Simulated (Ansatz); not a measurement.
Runs of Ansatz 0.2.0 on TePb. It takes space group Fm-3m (No. 225, cubic). Conventional cell: a = 6.462 Å, b = 6.462 Å, c = 6.462 Å, α = 90.00°, β = 90.00°, γ = 90.00°. Pb (site symmetry m-3m) is surrounded by 6 Te at 3.23 Å. Te (site symmetry m-3m) is surrounded by 6 Pb at 3.23 Å. 

```tsv
task	level	cell	pressure (GPa)	relaxed volume (Å³/atom)
relaxation of cell and atoms	RPBE+D4	relaxed	0.0	33.73
single point	PBE	as given	2.1	-
relaxation of cell and atoms	RPBE	relaxed	0.0	36.84
relaxation of cell and atoms	RPBE+D3(BJ)	relaxed	0.0	(a)
```

Alike in all rows: potentials or basis Ansatz PAW; no spin polarisation; k mesh 7 × 7 × 7; cutoff (eV) 420; smearing fermi-dirac 0.05 eV.

Estimate the missing entries.

(a) 26.98.

Caveats: the plane-wave basis is chosen anew once the cell has moved, so the energies of steps on either side of that aren't comparable (some runs); the PAW data sets come from PBE, with cores solved anew for the run's functional, which leaves a small shift of forces and pressure (some runs); the volume moved by over 15 % at a fixed basis, so the end points are rough (some runs).
